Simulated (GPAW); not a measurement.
# Au (Fm-3m) in GPAW: notebook, part 2 of 2

GPAW 26.7.0. Earlier steps stand in the parts before.

### Step 3. Equation of state, RPBE+D4

Input file run.py:

```python
from ase.calculators.mixing import SumCalculator
from ase.eos import EquationOfState
from ase.io import Trajectory, read
from ase.units import GPa
from dftd4.ase import DFTD4
from gpaw import GPAW, PW

atoms = read('POSCAR')

traj = Trajectory('eos.traj', 'w')
volumes, energies = [], []
for x in [0.94, 0.96, 0.98, 1.0, 1.02, 1.04, 1.06]:
    a = atoms.copy()
    a.set_cell(atoms.cell * x**(1 / 3), scale_atoms=True)
    calc = GPAW(mode=PW(600),
                xc='RPBE',
                kpts={'size': (11, 11, 11), 'gamma': True},
                occupations={'name': 'fermi-dirac', 'width': 0.05},
                nbands=14,
                convergence={'density': 1e-05, 'energy': 1e-05},
                maxiter=150,
                txt=f'eos-{x:.2f}.txt')
    a.calc = SumCalculator([calc, DFTD4(method='rpbe')])
    energies.append(a.get_potential_energy())
    volumes.append(a.get_volume())
    p = -a.get_stress()[:3].mean() / GPa
    calc.write(f'eos-{x:.2f}.gpw')
    traj.write(a)
    print(f'{x:.2f} {volumes[-1]:10.4f} A^3 {energies[-1]:14.6f} eV {p:9.3f} GPa', flush=True)

v0, e0, B = EquationOfState(volumes, energies, eos='birchmurnaghan').fit()
print(f'V0 = {v0:.4f} A^3, E0 = {e0:.6f} eV, B0 = {B / GPa:.2f} GPa')
```

Input file POSCAR:

```
Au
1.0
    0.0000000000      2.0350000000      2.0350000000
    2.0350000000      0.0000000000      2.0350000000
    2.0350000000      2.0350000000      0.0000000000
Au
1
Direct
    0.0000000000      0.0000000000      0.0000000000
```

Potentials or basis: the program's PAW data sets (release 1.2.1) made for this functional, pw.

Launch:

```bash
$ OMP_NUM_THREADS=1 python run.py
```

Output:

```text
__  _  _
 | _ |_)|_||  |
 |__||  | ||/\| - 26.7.0

Input parameters:
  mode=PW(ecut=600.0),
  convergence={'density': 1e-05, 'energy': 1e-05},
  kpts=MonkhorstPack(size=(11, 11, 11), gamma=True),
  maxiter=150,
  nbands=14,
  occupations=Occupations(name='fermi-dirac', width=0.05),
  xc=XC(name='RPBE')

Diagonalizing LCAO Hamiltonian
Converting LCAO to pw mode

       Au

Atoms  # Å, Bohr magnetons
|   | symbol |        x |        y |        z |    initial magnetic moments |
|---|--------|----------|----------|----------|-----------------------------|
| 0 |     Au | 0.000000 | 0.000000 | 0.000000 | ( 0.0000,  0.0000,  0.0000) |

Unit cell  # Å
| periodic |        x |        y |        z |  lengths |    angles |
|----------|----------|----------|----------|----------|-----------|
|      yes | 0.000000 | 1.993458 | 1.993458 | 2.819175 | 60.000000 |
|      yes | 1.993458 | 0.000000 | 1.993458 | 2.819175 | 60.000000 |
|      yes | 1.993458 | 1.993458 | 0.000000 | 2.819175 | 60.000000 |

Number of symmetries: 48
Symmetry operations  # r_c * U_cc + t_c -> r_c
|    | kind |            matrix            |
|----|------|------------------------------|
|  0 |  σ   |  1, 0, 0,  1, 0,-1,  1,-1, 0 |
|  1 |  C2  |  1, 0, 0,  1,-1, 0,  1, 0,-1 |
|  2 |  E   |  1, 0, 0,  0, 1, 0,  0, 0, 1 |
|  3 |  σ   |  1, 0, 0,  0, 0, 1,  0, 1, 0 |
|  4 |  C4  |  1, 0,-1,  1, 0, 0,  1,-1, 0 |
|  5 |  S6  |  1, 0,-1,  1,-1, 0,  1, 0, 0 |
|  6 |  σ   |  1, 0,-1,  0, 1,-1,  0, 0,-1 |
|  7 |  C3  |  1, 0,-1,  0, 0,-1,  0, 1,-1 |
|  8 |  S6  |  1,-1, 0,  1, 0, 0,  1, 0,-1 |
|  9 |  C4  |  1,-1, 0,  1, 0,-1,  1, 0, 0 |
| 10 |  C3  |  1,-1, 0,  0,-1, 1,  0,-1, 0 |
| 11 |  σ   |  1,-1, 0,  0,-1, 0,  0,-1, 1 |
| 12 |  σ   |  0, 1, 0,  1, 0, 0,  0, 0, 1 |
| 13 |  C4  |  0, 1, 0,  0, 1,-1, -1, 1, 0 |
| 14 |  C3  |  0, 1, 0,  0, 0, 1,  1, 0, 0 |
| 15 |  S6  |  0, 1, 0, -1, 1, 0,  0, 1,-1 |
| 16 |  C2  |  0, 1,-1,  1, 0,-1,  0, 0,-1 |
| 17 |  σ   |  0, 1,-1,  0, 1, 0, -1, 1, 0 |
| 18 |  S4  |  0, 1,-1,  0, 0,-1,  1, 0,-1 |
| 19 |  C4  |  0, 1,-1, -1, 1, 0,  0, 1, 0 |
| 20 |  C3  |  0, 0, 1,  1, 0, 0,  0, 1, 0 |
| 21 |  σ   |  0, 0, 1,  0, 1, 0,  1, 0, 0 |
| 22 |  S6  |  0, 0, 1,  0,-1, 1, -1, 0, 1 |
| 23 |  C4  |  0, 0, 1, -1, 0, 1,  0,-1, 1 |
| 24 |  S4  |  0, 0,-1,  1, 0,-1,  0, 1,-1 |
| 25 |  C3  |  0, 0,-1,  0, 1,-1,  1, 0,-1 |
| 26 |  C2  |  0, 0,-1,  0,-1, 0, -1, 0, 0 |
| 27 |  S6  |  0, 0,-1, -1, 0, 0,  0,-1, 0 |
| 28 |  S4  |  0,-1, 1,  1,-1, 0,  0,-1, 0 |
| 29 |  C4  |  0,-1, 1,  0, 0, 1, -1, 0, 1 |
| 30 |  C2  |  0,-1, 1,  0,-1, 0,  1,-1, 0 |
| 31 |  σ   |  0,-1, 1, -1, 0, 1,  0, 0, 1 |
| 32 |  C3  |  0,-1, 0,  1,-1, 0,  0,-1, 1 |
| 33 |  S6  |  0,-1, 0,  0, 0,-1, -1, 0, 0 |
| 34 |  S4  |  0,-1, 0,  0,-1, 1,  1,-1, 0 |
| 35 |  C2  |  0,-1, 0, -1, 0, 0,  0, 0,-1 |
| 36 |  C2  | -1, 1, 0,  0, 1, 0,  0, 1,-1 |
| 37 |  S6  | -1, 1, 0,  0, 1,-1,  0, 1, 0 |
| 38 |  S4  | -1, 1, 0, -1, 0, 1, -1, 0, 0 |
| 39 |  C3  | -1, 1, 0, -1, 0, 0, -1, 0, 1 |
| 40 |  S6  | -1, 0, 1,  0, 0, 1,  0,-1, 1 |
| 41 |  C2  | -1, 0, 1,  0,-1, 1,  0, 0, 1 |
| 42 |  C3  | -1, 0, 1, -1, 1, 0, -1, 0, 0 |
| 43 |  S4  | -1, 0, 1, -1, 0, 0, -1, 1, 0 |
| 44 |  C2  | -1, 0, 0,  0, 0,-1,  0,-1, 0 |
| 45 |  i   | -1, 0, 0,  0,-1, 0,  0, 0,-1 |
| 46 |  σ   | -1, 0, 0, -1, 1, 0, -1, 0, 1 |
| 47 |  C2  | -1, 0, 0, -1, 0, 1, -1, 1, 0 |

BZ-sampling:
  Number of BZ points: 1331
  Number of IBZ points: 56

  Monkhorst-Pack size: [11, 11, 11]
  Monkhorst-Pack shift: [0, 0, 0]

K-points  # in reciprocal-cell coordinates
|     |                                coordinates |     weight |
|-----|--------------------------------------------|------------|
|   0 | (  0.00000000,   0.00000000,   0.00000000) | 0.00075131 |
|   1 | (  0.09090909,   0.09090909,   0.00000000) | 0.00450789 |
|   2 | (  0.09090909,   0.09090909,   0.09090909) | 0.00601052 |
|   3 | (  0.18181818,   0.09090909,   0.09090909) | 0.00901578 |
|   4 | (  0.18181818,   0.18181818,   0.00000000) | 0.00450789 |
|   5 | (  0.18181818,   0.18181818,   0.09090909) | 0.01803156 |
|   6 | (  0.18181818,   0.18181818,   0.18181818) | 0.00601052 |
|   7 | (  0.27272727,   0.18181818,   0.09090909) | 0.01803156 |
|   8 | (  0.27272727,   0.18181818,   0.18181818) | 0.01803156 |
|   9 | (  0.27272727,   0.27272727,   0.00000000) | 0.00450789 |
| ... |                                            |            |
|  55 | (  0.45454545,   0.45454545,   0.45454545) | 0.00601052 |

Plane wave coefficients: 538
Cutoff: 600.0 eV

Spin-components: 1 (collinear spins)
Bands:           14
Projectors:      6
Spin-degeneracy: 2
Datatype:        complex128

Parallelization:
  kpt:    1
  domain: 1
  band:   1

Density:
  Valence electrons: 11.0
  Components: 1
  Grid points: [16 16 16]
  Charge: 0.0  # |e|

Potential:
  Grid points: [16 16 16]

species:
  Au:
    name:    Gold
    Z:       79.0
    valence: 11
    core:    68
    charge:  0.0  # [|e|]
    compensation charges:
      type: gauss
      rc: 0.42  # [Å]
      lmax: 2
    cutoffs:
      filter: 2.33  # [Å]
      core: 2.81  # [Å]
    projectors
    | kind |    occ | energy [eV] | rcut [Å] |
    |------|--------|-------------|----------|
    |   6s |  1.000 |      -5.611 |    1.323 |
    |   6p |  0.000 |      -0.793 |    1.323 |
    |   5d | 10.000 |      -6.824 |    1.323 |
    |    s |        |      21.600 |    1.323 |
    |    p |        |      26.419 |    1.323 |
    |    d |        |      20.388 |    1.323 |

    Using partial waves for Au as LCAO basis

Reference energy: -516612.958020  # eV

eigensolver:
  PPCG
  Converge bands: occupied
  niter=2

density mixing:
  MSR1-Mixer
  Pratt-step length: 0.05
  Maximum mixing coefficient: 0.75
  Old densities: 10
  SVD Regularization: 0.005
  Good broyden scale: 1.0
  Trust region scale: 1.0
  Backstep threshold: 4.0
  History deletion threshold: 6.0
  Fourier metric: weight=20.0, sigma=0.015

occupation numbers:
  Fermi-Dirac:
    width: 0.0500  # eV

poisson solver:
  ecut: 4800.0  # eV

xc functional:
  name: RPBE with 2 nearest neighbor stencil

convergence criteria:
- Maximum integral of absolute [dens]ity change: 1e-05 electrons / valence electron
- Maximum [total energy] change in last 3 cyles: 1e-05 eV / valence electron
- Maximum integral of absolute [eigenst]ate change: 4e-08 eV^2 / valence electron
maximum number of iterations: 150

SCF iterations
|iter     | |      energy | eigst |  dens |
|---------|-|-------------|-------|-------|
|iter:   1| |   -2.615569 | -0.32 |       |
|iter:   2| |   -2.564724 | -2.76 | -1.11 |
|iter:   3| |   -2.358092 | -2.35 | -1.15 |
|iter:   4| |   -2.355890 | -4.10 | -2.06 |
|iter:   5| |   -2.355228 | -3.95 | -2.36 |
|iter:   6| |   -2.355221 | -6.43 | -3.67 |
|iter:   7| |   -2.355219c| -7.19 | -3.96 |
|iter:   8| |   -2.355219c| -8.88c| -5.32c|

Converged in 8 steps
Energy contributions relative to reference atoms: (reference = -516612.958020)

Energy contributions:
  Kinetic:           3.428034
  Coulomb:          -3.403391
  Zero:              0.164361
  External:          0.000000
  Xc:               -2.543004
  Entropy:          -0.002437
  Spinorbit:         0.000000
  ----------------------------
  Free energy:      -2.356437
  Extrapolated:     -2.355219

dipole moment: (-13.612716, -13.612716, -13.612716)  # |e|*Ang

Fermi level: 11.352
Eigenvalues  # (at kpt = [0.000, 0.000, 0.000])
| band index |      eig [eV] | occ [0-2] |
|------------|---------------|-----------|
|          0 |         0.759 |     2.000 |
|          1 |         6.244 |     2.000 |
|          2 |         6.244 |     2.000 |
|          3 |         6.244 |     2.000 |
|          4 |         7.949 |     2.000 |
|          5 |         7.949 |     2.000 |
|          6 |        27.021 |     0.000 |
|          7 |        31.322 |     0.000 |
|          8 |        31.322 |     0.000 |
|          9 |        31.322 |     0.000 |
|         10 |        35.445 |     0.000 |
|         11 |        40.623 |     0.000 |
|         12 |        40.623 |     0.000 |
|         13 |        40.623 |     0.000 |

No gap
No difference between direct/indirect transitions

Stress tensor  # eV/Ang^3
|         x |         y |         z |
|-----------|-----------|-----------|
| -0.205723 | -0.000000 | -0.000000 |
| -0.000000 | -0.205723 |  0.000000 |
| -0.000000 |  0.000000 | -0.205723 |

# Writing to eos-0.94.gpw (mode='')
```

Wall time 61 s (1 thread of AMD EPYC 7B13 (Zen 3), shared host); peak memory 0.19 GiB.

Results:

* Equilibrium volume: 17.40 Å³/atom
* Bulk modulus: 161 GPa
* Pressure derivative of the bulk modulus: 6.1

Energy against volume, from the lowest point:
```csv
volume (Å³/atom),energy (meV/atom)
15.843,86.68
16.181,50.46
16.518,24.95
16.855,8.81
17.192,0.84
17.529,0.00
17.866,5.42
```

Caveat: with this Au data set, volumes or pressures lay over 1.5 % or 2 GPa off other programs in two to four cells of ten.

### Step 4. Band structure, OLYP, spin-orbit coupling, no magnetisation

Input file run.py:

```python
import numpy as np
from ase.dft.bandgap import bandgap
from ase.io import read, write
from ase.units import GPa
from gpaw import GPAW, PW, setup_paths
from gpaw.spinorbit import soc_eigenstates

setup_paths.insert(0, '.')

atoms = read('Au.cif')

calc = GPAW(mode=PW(600),
            xc='GGA_X_OPTX+GGA_C_LYP',
            kpts={'size': (11, 11, 11), 'gamma': True},
            occupations={'name': 'fermi-dirac', 'width': 0.05},
            nbands=14,
            convergence={'density': 1e-05, 'energy': 1e-05},
            eigensolver='davidson',
            maxiter=150,
            txt='gpaw.txt')
atoms.calc = calc
energy = atoms.get_potential_energy()
forces = atoms.get_forces()
stress = atoms.get_stress()
calc.write('gs.gpw')
write('result.traj', atoms)
print(f'Energy: {energy:.6f} eV')
print('Forces (eV/A):')
print(forces.round(4))
print('Stress (GPa):', (stress / GPa).round(3))
print('Fermi level:', round(calc.get_fermi_level(), 4), 'eV')
print(f'Gap: {bandgap(calc)[0]:.4f} eV, direct: {bandgap(calc, direct=True)[0]:.4f} eV')

path = atoms.cell.bandpath('GXWKGLUWLK,UX', npoints=60, eps=1e-4)
bs_calc = calc.fixed_density(kpts=path, symmetry='off', nbands=21,
                             convergence={'bands': 'CBM+6.0', 'eigenstates': 1e-6}, txt='bands.txt')
bs = bs_calc.band_structure()
bs.write('bs.json')
print(f'Gap on the path: {bandgap(bs_calc)[0]:.4f} eV')

soc = soc_eigenstates(bs_calc, theta=90, phi=0)
np.savetxt('soc_bands.dat', soc.eigenvalues(), fmt='%.4f')
mesh = soc_eigenstates('gs.gpw', theta=90, phi=0)
np.savetxt('soc_mesh.dat', mesh.eigenvalues(), fmt='%.4f')
print('Fermi level with spin-orbit coupling:', round(mesh.fermi_level, 4), 'eV')
```

Input file Au.cif:

```cif
data_Au
_cell_length_a 2.87792460
_cell_length_b 2.87792460
_cell_length_c 2.87792460
_cell_angle_alpha 60.00000000
_cell_angle_beta 60.00000000
_cell_angle_gamma 60.00000000
_space_group_name_H-M_alt 'P1'
_space_group_name_Hall 'P 1'
_space_group_IT_number 1
loop_
_space_group_symop_operation_xyz
'x,y,z'
loop_
_atom_site_label
_atom_site_type_symbol
_atom_site_symmetry_multiplicity
_atom_site_Wyckoff_symbol
_atom_site_fract_x
_atom_site_fract_y
_atom_site_fract_z
_atom_site_occupancy
Au1 Au 1 a 0.0000000000 0.0000000000 0.0000000000 1
```

Potentials or basis: PAW data sets generated in the run's folder for this functional, pw.

Launch:

```bash
$ gpaw-setup -f GGA_X_OPTX+GGA_C_LYP Au
$ OMP_NUM_THREADS=1 python run.py
```

It took 20 s on 1 thread of AMD EPYC 7B13 (Zen 3), shared host; peak memory 0.22 GiB.

Results (log left out):

```yaml
Free_energy: -2.0660 eV
Pressure: 11.4 GPa
Band_gap_along_the_path: none (metal or under the smearing width)
```

Levels at the corners of the path, in eV from the Fermi level:
```
point  band 6  band 7  band 8  band 9  band 10  band 11  band 12  band 13  band 14
    Γ   -5.56   -4.28   -4.28   -3.09    -3.09    -3.09    -3.09    15.49    15.49
    X   -2.46   -2.25   -2.25   -1.15    -1.15     0.73     0.73     5.93     5.93
    W   -5.21   -3.31   -3.31   -1.77    -1.77     4.92     4.92     5.35     5.35
    K   -4.14   -3.12   -3.12   -2.05    -2.05     3.82     3.82     4.68     4.68
    Γ   -5.56   -4.28   -4.28   -3.09    -3.09    -3.09    -3.09    15.49    15.49
    L   -4.42   -2.50   -2.50   -1.74    -1.74    -1.16    -1.16     3.18     3.18
    U   -4.14   -3.12   -3.12   -2.05    -2.05     3.82     3.82     4.68     4.68
    W   -5.21   -3.31   -3.31   -1.77    -1.77     4.92     4.92     5.35     5.35
    L   -4.42   -2.50   -2.50   -1.74    -1.74    -1.16    -1.16     3.18     3.18
    K   -4.14   -3.12   -3.12   -2.05    -2.05     3.82     3.82     4.68     4.68
    U   -4.14   -3.12   -3.12   -2.05    -2.05     3.82     3.82     4.68     4.68
    X   -2.46   -2.25   -2.25   -1.15    -1.15     0.73     0.73     5.93     5.93
```

Caveat: with this Au data set, volumes or pressures lay over 1.5 % or 2 GPa off other programs in two to four cells of ten; spin-orbit coupling was added after a scalar SCF, so levels and gaps hold it while energy, forces, pressure and moments don't; this program's spin-orbit splittings come out too wide for heavy elements.

### Step 5. Band structure, SOGGA, spin-orbit coupling, no magnetisation

run.py: that of step 4 with these lines changed.

```diff
@@ -9,6 +9,6 @@
 
-atoms = read('Au.cif')
+atoms = read('POSCAR')
 
 calc = GPAW(mode=PW(600),
-            xc='GGA_X_OPTX+GGA_C_LYP',
+            xc='GGA_X_SOGGA+GGA_C_PBE_SOL',
             kpts={'size': (11, 11, 11), 'gamma': True},
@@ -17,3 +17,2 @@
             convergence={'density': 1e-05, 'energy': 1e-05},
-            eigensolver='davidson',
             maxiter=150,
@@ -33,3 +32,3 @@
 
-path = atoms.cell.bandpath('GXWKGLUWLK,UX', npoints=60, eps=1e-4)
+path = atoms.cell.bandpath('GXWKGLUWLK,UX', npoints=80, eps=1e-4)
 bs_calc = calc.fixed_density(kpts=path, symmetry='off', nbands=21,
@@ -40,5 +39,5 @@
 
-soc = soc_eigenstates(bs_calc, theta=90, phi=0)
+soc = soc_eigenstates(bs_calc, theta=0, phi=0)
 np.savetxt('soc_bands.dat', soc.eigenvalues(), fmt='%.4f')
-mesh = soc_eigenstates('gs.gpw', theta=90, phi=0)
+mesh = soc_eigenstates('gs.gpw', theta=0, phi=0)
 np.savetxt('soc_mesh.dat', mesh.eigenvalues(), fmt='%.4f')
```

POSCAR is that of step 3.

Launch:

```bash
$ gpaw-setup -f GGA_X_SOGGA+GGA_C_PBE_SOL Au
$ OMP_NUM_THREADS=1 python run.py
```

Wall time 21 s (1 thread of AMD EPYC 7B13 (Zen 3), shared host); peak memory 0.22 GiB.

The run converged. Its results:

| Quantity | Value |
| --- | --- |
| Free energy | -3.9046 eV |
| Pressure | 4.4 GPa |
| Band gap along the path | none (metal or under the smearing width) |

Levels at the corners of the path, in eV from the Fermi level:
```csv
point,band 8,band 9,band 10,band 11,band 12,band 13
Γ,-4.17,-2.93,-2.93,-2.93,-2.93,15.78
X,-2.05,-0.95,-0.95,0.57,0.58,5.89
W,-3.18,-1.57,-1.57,4.84,4.84,5.30
K,-2.95,-1.87,-1.87,3.75,3.75,4.63
Γ,-4.17,-2.93,-2.93,-2.93,-2.93,15.78
L,-2.31,-1.55,-1.55,-1.32,-1.32,3.20
U,-2.95,-1.87,-1.87,3.75,3.75,4.63
W,-3.18,-1.57,-1.57,4.84,4.84,5.30
L,-2.31,-1.55,-1.55,-1.32,-1.32,3.20
K,-2.95,-1.87,-1.87,3.75,3.75,4.63
U,-2.95,-1.87,-1.87,3.75,3.75,4.63
X,-2.05,-0.95,-0.95,0.57,0.58,5.89
```

Caveat: with this Au data set, volumes or pressures lay over 1.5 % or 2 GPa off other programs in two to four cells of ten; spin-orbit coupling was added after a scalar SCF, so levels and gaps hold it while energy, forces, pressure and moments don't; this program's spin-orbit splittings come out too wide for heavy elements.

### Step 6. The runs side by side

| task | level | potentials or basis | spin | band path | band points | spin axis theta (degrees) | spin axis phi (degrees) | soc after scf | pressure (GPa) |
| --- | --- | --- | --- | --- | --- | --- | --- | --- | --- |
| band structure | RPBE | the program's PAW data sets (release 1.2.1) made for this functional, pw | SOC, no magnetisation | GXWKGLUWLK,UX | 60 | 90 | 45 | second variation | 17.1 |
| equation of state | RPBE+D4 | the program's PAW data sets (release 1.2.1) made for this functional, pw | off | - | - | - | - | - | - |
| band structure | OLYP | PAW data sets generated in the run's folder for this functional, pw | SOC, no magnetisation | GXWKGLUWLK,UX | 60 | 90 | 0 | second variation | 11.4 |
| band structure | SOGGA | PAW data sets generated in the run's folder for this functional, pw | SOC, no magnetisation | GXWKGLUWLK,UX | 80 | 0 | 0 | second variation | 4.4 |

Alike in all rows: cell as given; k mesh 11 × 11 × 11; cutoff (eV) 600; smearing fermi-dirac 0.05 eV.

Caveats: with this Au data set, volumes or pressures lay over 1.5 % or 2 GPa off other programs in two to four cells of ten; spin-orbit coupling was added after a scalar SCF, so levels and gaps hold it while energy, forces, pressure and moments don't (some runs); this program's spin-orbit splittings come out too wide for heavy elements (some runs); so large a pressure means that the cell lies far from this level's equilibrium, or that cutoff or potentials fall short (some runs).

Absolute energies hang on the potentials; compare differences alone.

### Step 7. How close it comes

Step 3. A measured bulk modulus of Au is 167 GPa (quoted in “Exploring toroidal anvil profiles for larger sample volumes above 4 Mbar”, 2024, pmc:11102561); the calculated 161 GPa misses it by -3.7 %. The fit is for a static lattice scaled at fixed shape and fixed fractional positions.
